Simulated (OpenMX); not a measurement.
Crystal: LiF (Griceite).

```xyz
2
Lattice="0.0000 2.0140 2.0140 2.0140 0.0000 2.0140 2.0140 2.0140 0.0000" Properties=species:S:1:pos:R:3 pbc="T T T"
F     2.0140    2.0140    2.0140
Li    0.0000    0.0000    0.0000
```

Base run:

| Property | Result |
| --- | --- |
| Program | OpenMX 3.8.5 |
| Functional | PBE |
| Potentials or basis | OpenMX 2013 PBE set, F6.0-s2p2, Li8.0-s3p1, grid cutoff 400 Ry |
| k mesh | 11 × 11 × 11 |
| Occupations | fermi-dirac, width 0.05 eV |
| Spin | no spin polarisation |

Its results: band gap on the k mesh 9.21 eV, indirect (least direct gap 9.29 eV); pressure 3.9 GPa.

Task: The run is repeated on the same cell with these changes: potentials or basis from OpenMX 2013 PBE set, F6.0-s2p2, Li8.0-s3p1, grid cutoff 400 Ry to OpenMX 2013 PBE set, F6.0-s3p3d2f1, Li8.0-s3p2d1, grid cutoff 400 Ry. What comes out?

Result: Band gap on the k mesh 9.13 eV, indirect (least direct gap 9.14 eV); pressure 2.8 GPa.

Caveats: the basis of atomic orbitals isn't converged, which shifts pressures, moduli and gaps.
